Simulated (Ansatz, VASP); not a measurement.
## K in VASP and in Ansatz

INCAR

```
  PREC = Accurate
  ENCUT = 600
  EDIFF = 1E-6
  ISMEAR = 0
  SIGMA = 0.1
  LREAL = False
  LASPH = True
  NELM = 100
  ALGO = Normal
  ISIF = 3
  LWAVE = False
  LCHARG = False
  GGA = PE
  IVDW = 12
  IBRION = 2
  NSW = 100
  EDIFFG = -0.005
```

KPOINTS

```
Automatic mesh
0
Gamma
  12 12 4
```

The input POSCAR:

```
K
1.0
    4.6146036413      0.0000000000      0.0000000000
   -2.3073018206      3.9963639817      0.0000000000
    0.0000000000      0.0000000000     15.0121763284
K
4
Direct
    0.0000000000      0.0000000000      0.0000000000
    0.3333333333      0.6666666667      0.7500000000
    0.0000000000      0.0000000000      0.5000000000
    0.6666666667      0.3333333333      0.2500000000
```

Input for Ansatz:

```yaml
crystal:
  lattice:
    - [4.6146036414, 0.0, 0.0]
    - [-2.3073018207, 3.9963639818, 0.0]
    - [0.0, 0.0, 15.0121763311]
  atoms:
    - { symbol: K, position: [0.0, 0.0, 0.0] }
    - { symbol: K, position: [0.3333333333, 0.6666666667, 0.75] }
    - { symbol: K, position: [0.0, 0.0, 0.5] }
    - { symbol: K, position: [0.6666666667, 0.3333333333, 0.25] }
basis:
  ecutwfc: 420
kpoints:
  mp_grid: { grid: [12, 12, 4] }
hamiltonian:
  xc: pbe
  dispersion: d3bj
scf:
  occupations: { method: gaussian, width: 0.1 }
output:
  forces: true
  stress: true
  eigenvalues: true
  write_density: true
  write_potential: true
  elf: true
  volumetric_format: npy
relax:
  adjacent_minimum: "off"
  f_tol: 0.005
  max_steps: 80
  cell: { stress_tol: 0.05 }
```

This isn't the form of K at room conditions, which is bcc.

Alike in both runs: task relaxation of cell and atoms; functional PBE; dispersion D3(BJ); k mesh 12 × 12 × 4; occupations gaussian, width 0.1 eV; no spin polarisation.

|  | VASP | Ansatz |
| --- | --- | --- |
| version | VASP 6.6.1 | Ansatz 0.2.0 |
| potentials or method | VASP PAW PBE potentials, release 64 (K_sv) | scalar-relativistic, plane waves, PAW |
| plane-wave cutoff (eV) | 600 | 420 |
| valence electrons in the cell | 36 | 36 |

VASP gave:

| Item | Value |
| --- | --- |
| gap on the k mesh at the Fermi level, each at its own relaxed structure (eV) | none |
| relaxed volume (Å³/atom) | 69.08 |
| relaxed cell length with the largest relative difference (Å) | 14.995 |

**Question.** Estimate Ansatz's values.

**Answer.** gap on the k mesh at the Fermi level, each at its own relaxed structure (eV): none; relaxed volume (Å³/atom): 69.21; relaxed cell length with the largest relative difference (Å): 15.012.

A gap of «none» marks a metal or a gap that the smearing closes.

Caveats: pairwise dispersion overbinds metals, which lowers pressure and volume.
